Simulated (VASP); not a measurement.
# SrTiO3 (Pm-3m) in VASP: settings compared

Aim: see how the results for SrTiO3 move with the level of theory and the settings. Levels: HSE06, r2SCAN. Tasks: single point.

All numbers are computed with VASP 6.6.1; they aren't measurements. Logs are shortened: lines on timing, memory, paths and dates and some standing lists are left out, and cuts for length are marked.

## (1) The structure

The structure is cubic, space group Pm-3m (No. 221). Conventional cell: a = 3.905 Å, b = 3.905 Å, c = 3.905 Å, α = 90.00°, β = 90.00°, γ = 90.00°. Around Sr (site symmetry m-3m) lie 12 O at 2.76 Å. Ti (site symmetry m-3m) has 6 O at 1.95 Å as nearest neighbours. O (site symmetry 4/mmm) is surrounded by 2 Ti at 1.95 Å.

## (2) Single point, HSE06

The input, POSCAR:

```
SrTiO3
1.0
    3.9050000000      0.0000000000      0.0000000000
    0.0000000000      3.9050000000      0.0000000000
    0.0000000000      0.0000000000      3.9050000000
Sr Ti O
1 1 3
Direct
    0.0000000000      0.0000000000      0.0000000000
    0.5000000000      0.5000000000      0.5000000000
    0.0000000000      0.5000000000      0.5000000000
    0.5000000000      0.0000000000      0.5000000000
    0.5000000000      0.5000000000      0.0000000000
```

The input, INCAR.step1:

```
SYSTEM = SrTiO3
ALGO = Normal ; EDIFF = 1E-5
ENCUT = 520 ; GGA = PE
ISIF = 2 ; ISMEAR = -1
LASPH = .True. ; LREAL = .False.
LWAVE = .True. ; NBANDS = 28
NELM = 60 ; PREC = Accurate
SIGMA = 0.05
```

The input, INCAR.step2:

```
SYSTEM = SrTiO3
ALGO = Normal ; EDIFF = 1E-7
ENCUT = 520 ; GGA = PE
HFSCREEN = 0.2 ; ISIF = 2
ISMEAR = -1 ; ISTART = 1
LASPH = .True. ; LCHARG = .True.
LELF = .True. ; LHFCALC = .True.
LREAL = .False. ; LVHAR = .True.
LWAVE = .False. ; NBANDS = 28
NELM = 60 ; PREC = Accurate
PRECFOCK = Fast ; SIGMA = 0.05
```

The input, KPOINTS:

```
k-points
0
Gamma
  4 4 4
  0 0 0
```

Potentials or basis: VASP PAW PBE potentials, release 64 (Sr_sv, Ti_sv, O).

Run with:

```bash
$ cat potpaw_PBE.64/Sr_sv/POTCAR potpaw_PBE.64/Ti_sv/POTCAR potpaw_PBE.64/O/POTCAR > POTCAR
$ cp INCAR.step1 INCAR
$ mpirun -np 1 vasp_std > vasp.out
$ cp INCAR.step2 INCAR
$ mpirun -np 1 vasp_std > vasp.out
```

OUTCAR:

```text
SYSTEM = SrTiO3
   EDIFF = 1E-7
   ENCUT = 520
   GGA = PE
   HFSCREEN = 0.2
   ISIF = 2
   ISMEAR = -1
   ISTART = 1
   LASPH = .True.
   LHFCALC = .True.
   LREAL = .False.
   NELM = 60
   PREC = Accurate
   PRECFOCK = Fast

 ion  position               nearest neighbor table
   1  0.000  0.000  0.000-   3 2.76   4 2.76   5 2.76   3 2.76   4 2.76   3 2.76   5 2.76   3 2.76
                             4 2.76   5 2.76   4 2.76   5 2.76   2 3.38   2 3.38   2 3.38   2 3.38
   2  0.500  0.500  0.500-   3 1.95   4 1.95   5 1.95   5 1.95   4 1.95   3 1.95   1 3.38   1 3.38
                             1 3.38   1 3.38   1 3.38   1 3.38   1 3.38   1 3.38
   3  0.000  0.500  0.500-   2 1.95   2 1.95   1 2.76   1 2.76   1 2.76   1 2.76
   4  0.500  0.000  0.500-   2 1.95   2 1.95   1 2.76   1 2.76   1 2.76   1 2.76
   5  0.500  0.500  0.000-   2 1.95   2 1.95   1 2.76   1 2.76   1 2.76   1 2.76

  LATTYP: Found a simple cubic cell.
 ALAT       =     3.9050000000

  Lattice vectors:

 A1 = (   3.9050000000,   0.0000000000,   0.0000000000)
 A2 = (   0.0000000000,   3.9050000000,   0.0000000000)
 A3 = (   0.0000000000,   0.0000000000,   3.9050000000)

Analysis of symmetry for initial positions (statically):
=====================================================================
 Subroutine PRICEL returns:
 Original cell was already a primitive cell.

 Routine SETGRP: Setting up the symmetry group for a
 simple cubic supercell.

 Subroutine GETGRP returns: Found 48 space group operations
 (whereof 48 operations were pure point group operations)
 out of a pool of 48 trial point group operations.

The static configuration has the point symmetry O_h .

Analysis of symmetry for dynamics (positions and initial velocities):
=====================================================================
 Subroutine PRICEL returns:
 Original cell was already a primitive cell.

 Routine SETGRP: Setting up the symmetry group for a
 simple cubic supercell.

 Subroutine GETGRP returns: Found 48 space group operations
 (whereof 48 operations were pure point group operations)
 out of a pool of 48 trial point group operations.

The dynamic configuration has the point symmetry O_h .

 Subroutine INISYM returns: Found 48 space group operations
[... 93 lines left out ...]
   NFREE  =      0    steps in history (QN), initial steepest desc. (CG)
   ISIF   =      2    stress and relaxation
   ISYM   =      3    0-nonsym 1-usesym 2-fastsym
   POTIM  = 0.5000    time-step for ionic-motion
   TEBEG  =    0.0;   TEEND  =   0.0 temperature during run
   PSTRESS=    0.0 pullay stress
   NELECT =      40.0000    total number of electrons
   NUPDOWN=      -1.0000    fix difference up-down
   EMIN   =  10.00;   EMAX   =-10.00  energy-range for DOS
   EFERMI =   0.00;   METHOD = LEGACY
   ISMEAR =    -1;   SIGMA  =   0.05  broadening in eV -4-tet -1-fermi 0-gaus
   EFERMI_NEDOS =   21; number of points for ismear=-14 and -15
   IALGO  =     38    algorithm
   IMIX   =      1    mixing-type and parameters
     AMIX     =   0.40;   BMIX     =  1.00
     AMIX_MAG =   1.60;   BMIX_MAG =  1.00
  volume/ion in A,a.u.               =      11.91        80.37
  Fermi-wavevector in a.u.,A,eV,Ry     =   1.433751  2.709397 27.968714  2.055642
  Thomas-Fermi vector in A             =   2.553235
   LORBIT       =      0    0 simple, 1 ext, 2 COOP (PROOUT), +10 PAW based schemes
   GGA     = PE    functional components
   LHFCALC =     T    Hartree Fock is set to
   PRECFOCK=fast      Normal, Fast or Accurate (Low or Medium for compatibility)
   ENCUT4O =  -1.0   cutoff for four orbital integrals eV
   NKREDX  =     1    reduce k-point grid by
   NKREDY  =     1    reduce k-point grid by
   NKREDZ  =     1    reduce k-point grid by
   AEXX    =    0.2500 exact exchange contribution
   HFSCREEN=    0.2000 screening length (either q_TF or 0.3 A-1)
   HFSCREENC=   0.2000 screening length for correlation (either q_TF or 0.3 A-1)
   ENCUTFOCK=  -1.0 apply spherical cutoff to Coloumb kernel
   IVDW    =     0    specifies the selected vdW correction
   LEPSILON=     F    determine dielectric tensor
   LRPA    =     F    only Hartree local field effects (RPA)
 non-spin polarized calculation
  energy-cutoff  :      520.00
  volume of cell :       59.55
 maximum number of plane-waves:      1628
 NGX is ok and might be reduce to    30
  NGX = 16; NGY = 16; NGZ = 16

 number of electron      40.0000005 magnetization

 Free energy of the ion-electron system (eV)
  ---------------------------------------------------
  ext. energy  EPLUGINS =         0.00000000
  ---------------------------------------------------
  free energy    TOTEN  =       -48.71057886 eV

  energy without entropy =      -48.71057886  energy(sigma->0) =      -48.71057886

 E-fermi :   4.2229     XC(G=0):  -9.2400

 val. band max:        3.1326104855   @ k =   0.5000   0.5000   0.5000
 cond. band min:       6.4448283708   @ k =   0.0000   0.0000   0.0000
 fundamental gap:      3.3122178853
 Fermi energy:         4.2228878544

 k-point     1 :       0.0000    0.0000    0.0000
  band No.  band energies     occupation
      1     -57.7138      2.00000
      2     -32.2954      2.00000
      3     -32.2954      2.00000
      4     -32.2954      2.00000
      5     -31.5548      2.00000
      6     -15.9910      2.00000
[... 299 lines left out ...]
     27      13.4127      0.00000
     28      13.4127      0.00000

------------------------ aborting loop because EDIFF is reached ----------------------------------------

  FORCE on cell =-STRESS in cart. coord.  units (eV):
  Direction    XX          YY          ZZ          XY          YZ          ZX
  --------------------------------------------------------------------------------------
  -------------------------------------------------------------------------------------
  Total       -0.3134162     -0.3134162     -0.3134162      0.0000000      0.0000000     -0.0000000
  in kB       -8.4327425     -8.4327425     -8.4327425      0.0000000      0.0000000     -0.0000000
  external PRESSURE =      -8.4327425 kB  Pullay stress =       0.0000000 kB

 VOLUME and BASIS-vectors are now :
 -----------------------------------------------------------------------------
  energy-cutoff  :      520.00
  volume of cell :       59.55
      direct lattice vectors                 reciprocal lattice vectors
     3.905000000  0.000000000  0.000000000     0.256081946  0.000000000  0.000000000
     0.000000000  3.905000000  0.000000000     0.000000000  0.256081946  0.000000000
     0.000000000  0.000000000  3.905000000     0.000000000  0.000000000  0.256081946

 POSITION                                       TOTAL-FORCE (eV/Angst)
 -----------------------------------------------------------------------------------
      0.00000      0.00000      0.00000         0.000000      0.000000      0.000000
      1.95250      1.95250      1.95250         0.000000      0.000000      0.000000
      0.00000      1.95250      1.95250         0.000000      0.000000      0.000000
      1.95250      0.00000      1.95250         0.000000      0.000000      0.000000
      1.95250      1.95250      0.00000         0.000000      0.000000      0.000000
 -----------------------------------------------------------------------------------
    total drift:                               -0.000001      0.000000     -0.000001

  FREE ENERGIE OF THE ION-ELECTRON SYSTEM (eV)
  ---------------------------------------------------
  free  energy   TOTEN  =       -48.7105788592 eV

  energy  without entropy=      -48.7105788591  energy(sigma->0) =      -48.71057886
```

OUTCAR.step1:

```text
SYSTEM = SrTiO3
   EDIFF = 1E-5
   ENCUT = 520
   GGA = PE
   ISIF = 2
[... 529 lines left out ...]
      1.95250      1.95250      1.95250         0.000000      0.000000      0.000000
      0.00000      1.95250      1.95250         0.000000      0.000000      0.000000
      1.95250      0.00000      1.95250         0.000000      0.000000      0.000000
      1.95250      1.95250      0.00000         0.000000      0.000000      0.000000
 -----------------------------------------------------------------------------------
    total drift:                                0.000000      0.000000     -0.000000

  FREE ENERGIE OF THE ION-ELECTRON SYSTEM (eV)
  ---------------------------------------------------
  free  energy   TOTEN  =       -40.0583343772 eV

  energy  without entropy=      -40.0583343741  energy(sigma->0) =      -40.05833438
```

OSZICAR.step1:

```text
N       E                     dE             d eps       ncg     rms          rms(c)
DAV:   1     0.440885466346E+03    0.44089E+03   -0.21420E+04   560   0.160E+03
DAV:   2    -0.342829759143E+01   -0.44431E+03   -0.42691E+03   660   0.440E+02
DAV:   3    -0.480423620534E+02   -0.44614E+02   -0.44229E+02   764   0.138E+02
DAV:   4    -0.502960271893E+02   -0.22537E+01   -0.22486E+01   832   0.259E+01
DAV:   5    -0.503609341848E+02   -0.64907E-01   -0.64888E-01   784   0.363E+00    0.266E+01
DAV:   6    -0.400809576981E+02    0.10280E+02   -0.52081E+01   728   0.642E+01    0.147E+01
DAV:   7    -0.401255669049E+02   -0.44609E-01   -0.74199E+00   716   0.205E+01    0.109E+01
DAV:   8    -0.401334525492E+02   -0.78856E-02   -0.14062E+00   652   0.124E+01    0.289E+00
DAV:   9    -0.400684549462E+02    0.64998E-01   -0.32465E-01   700   0.546E+00    0.114E+00
DAV:  10    -0.400641378809E+02    0.43171E-02   -0.84244E-02   688   0.205E+00    0.691E-01
DAV:  11    -0.400583047596E+02    0.58331E-02   -0.23112E-02   852   0.144E+00    0.111E-01
DAV:  12    -0.400582829174E+02    0.21842E-04   -0.15576E-03   700   0.391E-01    0.647E-02
DAV:  13    -0.400583402957E+02   -0.57378E-04   -0.26616E-04   780   0.121E-01    0.473E-02
DAV:  14    -0.400583343772E+02    0.59185E-05   -0.34331E-05   548   0.396E-02
   1 F= -.40058334E+02 E0= -.40058334E+02  d E =-.313662E-08
```

Wall time 13 min (1 thread of Intel Xeon Platinum 8488C (Sapphire Rapids), shared host); peak memory 0.28 GiB.

Results:

| Property | Result |
| --- | --- |
| Free energy | -48.7106 eV |
| Pressure | -0.8 GPa |
| Band gap on the k mesh | 3.31 eV, indirect (least direct gap 3.69 eV) |

Levels at points of the mesh, in eV from the valence-band top:
| k point | band 16 | band 17 | band 18 | band 19 | band 20 | band 21 | band 22 | band 23 | band 24 | band 25 |
| --- | --- | --- | --- | --- | --- | --- | --- | --- | --- | --- |
| (0.00, 0.00, 0.00) | -1.26 | -1.26 | -0.38 | -0.38 | -0.38 | 3.31 | 3.31 | 3.31 | 5.73 | 5.73 |
| (0.50, 0.00, 0.00) | -2.51 | -2.51 | -2.09 | -0.80 | -0.80 | 3.50 | 5.43 | 5.43 | 5.75 | 8.17 |
| (0.50, 0.50, 0.00) | -3.03 | -1.96 | -1.71 | -1.71 | -0.09 | 5.45 | 5.45 | 6.01 | 6.81 | 9.73 |
| (0.50, 0.50, 0.50) | -4.05 | -4.05 | 0.00 | 0.00 | 0.00 | 6.25 | 6.25 | 6.25 | 8.67 | 8.67 |

Caveat: the PAW data sets were made with another functional, which shifts forces and pressure a little. A k mesh can miss the band edges.

## (3) Single point, r2SCAN

The input, INCAR:

```
SYSTEM = SrTiO3
ALGO = Normal
EDIFF = 1E-6
ENCUT = 520
ISIF = 2
ISMEAR = -1
LASPH = .True.
LCHARG = .False.
LMIXTAU = .True.
LREAL = .False.
LWAVE = .False.
METAGGA = R2SCAN
NBANDS = 28
NELM = 80
PREC = Accurate
SIGMA = 0.05
```

The input, KPOINTS:

```
k-points
0
Gamma
  8 8 8
  0 0 0
```

POSCAR is that of step 2.

Potentials or basis: VASP PAW PBE potentials, release 64 (Sr_sv, Ti_sv, O).

Run with:

```bash
$ cat potpaw_PBE.64/Sr_sv/POTCAR potpaw_PBE.64/Ti_sv/POTCAR potpaw_PBE.64/O/POTCAR > POTCAR
$ mpirun -np 1 vasp_std > vasp.out
```

OUTCAR:

```text
SYSTEM = SrTiO3
   EDIFF = 1E-6
   ENCUT = 520
   ISIF = 2
   ISMEAR = -1
   LASPH = .True.
   LREAL = .False.
   METAGGA = R2SCAN
   NELM = 80
   PREC = Accurate

 ion  position               nearest neighbor table
   1  0.000  0.000  0.000-   3 2.76   4 2.76   5 2.76   3 2.76   4 2.76   3 2.76   5 2.76   3 2.76
                             4 2.76   5 2.76   4 2.76   5 2.76   2 3.38   2 3.38   2 3.38   2 3.38
   2  0.500  0.500  0.500-   3 1.95   4 1.95   5 1.95   5 1.95   4 1.95   3 1.95   1 3.38   1 3.38
                             1 3.38   1 3.38   1 3.38   1 3.38   1 3.38   1 3.38
   3  0.000  0.500  0.500-   2 1.95   2 1.95   1 2.76   1 2.76   1 2.76   1 2.76
   4  0.500  0.000  0.500-   2 1.95   2 1.95   1 2.76   1 2.76   1 2.76   1 2.76
   5  0.500  0.500  0.000-   2 1.95   2 1.95   1 2.76   1 2.76   1 2.76   1 2.76

  LATTYP: Found a simple cubic cell.
 ALAT       =     3.9050000000

  Lattice vectors:

 A1 = (   3.9050000000,   0.0000000000,   0.0000000000)
 A2 = (   0.0000000000,   3.9050000000,   0.0000000000)
 A3 = (   0.0000000000,   0.0000000000,   3.9050000000)

Analysis of symmetry for initial positions (statically):
=====================================================================
 Subroutine PRICEL returns:
[... 182 lines left out ...]
 fundamental gap:      2.2766233420
 Fermi energy:         4.9251536321

 k-point     1 :       0.0000    0.0000    0.0000
  band No.  band energies     occupation
      1     -54.8233      2.00000
      2     -30.0211      2.00000
      3     -30.0206      2.00000
      4     -30.0206      2.00000
      5     -30.0206      2.00000
      6     -14.5694      2.00000
[... 733 lines left out ...]
     27      12.7169      0.00000
     28      13.2957      0.00000

 [... further k-points ...]

------------------------ aborting loop because EDIFF is reached ----------------------------------------

  FORCE on cell =-STRESS in cart. coord.  units (eV):
  Direction    XX          YY          ZZ          XY          YZ          ZX
  --------------------------------------------------------------------------------------
  -------------------------------------------------------------------------------------
  Total        0.4486173      0.4486173      0.4486173      0.0000000      0.0000000     -0.0000000
  in kB       12.0704505     12.0704505     12.0704505      0.0000000      0.0000000     -0.0000000
  external PRESSURE =      12.0704505 kB  Pullay stress =       0.0000000 kB

 VOLUME and BASIS-vectors are now :
 -----------------------------------------------------------------------------
  energy-cutoff  :      520.00
  volume of cell :       59.55
      direct lattice vectors                 reciprocal lattice vectors
     3.905000000  0.000000000  0.000000000     0.256081946  0.000000000  0.000000000
     0.000000000  3.905000000  0.000000000     0.000000000  0.256081946  0.000000000
     0.000000000  0.000000000  3.905000000     0.000000000  0.000000000  0.256081946

 POSITION                                       TOTAL-FORCE (eV/Angst)
 -----------------------------------------------------------------------------------
      0.00000      0.00000      0.00000         0.000000      0.000000      0.000000
      1.95250      1.95250      1.95250         0.000000      0.000000      0.000000
      0.00000      1.95250      1.95250         0.000000      0.000000      0.000000
      1.95250      0.00000      1.95250         0.000000      0.000000      0.000000
      1.95250      1.95250      0.00000         0.000000      0.000000      0.000000
 -----------------------------------------------------------------------------------
    total drift:                                0.000000      0.000000     -0.000000

  FREE ENERGIE OF THE ION-ELECTRON SYSTEM (eV)
  ---------------------------------------------------
  free  energy   TOTEN  =       -63.3288476048 eV

  energy  without entropy=      -63.3288476048  energy(sigma->0) =      -63.32884760
```

stdout:

```text
POSCAR found type information on POSCAR SrTiO
 POSCAR found :  3 types and       5 ions
 scaLAPACK will be used
 -----------------------------------------------------------------------------
|                                                                             |
|                                                                             |
|     You enforced a specific xc type in the INCAR file but a different       |
|     I HOPE YOU KNOW WHAT YOU ARE DOING!                                     |
|                                                                             |
 -----------------------------------------------------------------------------

 LDA part: xc-table for (None), standard interpolation
 POSCAR, INCAR and KPOINTS ok, starting setup
 FFT: planning ... GRIDC
 FFT: planning ... GRID_SOFT
 FFT: planning ... GRID
 WAVECAR not read
 entering main loop
```

Run time: 3.2 min. Hardware: 1 thread of Intel Xeon Platinum 8488C (Sapphire Rapids), shared host; peak memory 0.2 GiB.

Results:

```yaml
Free_energy: -63.3288 eV
Pressure: 1.2 GPa
Band_gap_on_the_k_mesh: 2.28 eV, indirect (least direct gap 2.66 eV)
```

Caveat: the PAW data sets were made with another functional, which shifts forces and pressure a little. r2SCAN opens gaps a little over a GGA but as a rule still falls short of measured ones.
